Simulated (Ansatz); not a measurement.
**ZnS: do energies and stresses tell the same story?**

Computed with DFT PBE, scalar-relativistic, plane waves, PAW (Ansatz).

Plane waves to 420 eV, a k mesh through Γ of 10×10×10 on the computed 2-atom cell and Gaussian smearing (0.02 eV); no spin polarisation.

Relaxed cell: F-43m, a = 5.443 Å, b = 5.443 Å, c = 5.443 Å, α = 90.00°, β = 90.00°, γ = 90.00°, 2 atoms in the primitive cell.

Energies at zero smearing and pressures from the stress tensor, at volumes with shape and atoms relaxed:
```csv
V (Å³/atom),E − E(first) (meV/atom),P (GPa)
17.738,0.00,11.84
18.342,-37.45,8.12
18.947,-61.97,4.97
19.552,-75.54,2.29
20.157,-79.79,0.02
20.761,-76.15,-1.90
21.366,-65.80,-3.54
22.172,-43.28,-5.34
```

Check P = −dE/dV between neighbouring volumes, and get the bulk modulus from the pressures alone.

With 1 eV/Å³ = 160.2 GPa:
| middle V (Å³/atom) | −ΔE/ΔV (GPa) | mean P (GPa) |
| --- | --- | --- |
| 18.040 | 9.924 | 9.977 |
| 18.645 | 6.495 | 6.541 |
| 19.249 | 3.595 | 3.629 |
| 19.854 | 1.127 | 1.158 |
| 20.459 | -0.964 | -0.939 |
| 21.064 | -2.742 | -2.721 |
| 21.769 | -4.475 | -4.441 |

The two differ by 0.05 GPa at most. The mean of two end pressures misses the average over a step by about ΔV² P″/12, up to 0.05 GPa here; with that taken off 0.00 GPa remains. Around V = 20.157 Å³/atom, the two neighbours give B = −V ΔP/ΔV = 20.157 × 4.20 / 1.209 = 69.9 GPa, against B0 = 69.5 GPa from the Birch–Murnaghan fit of the energies.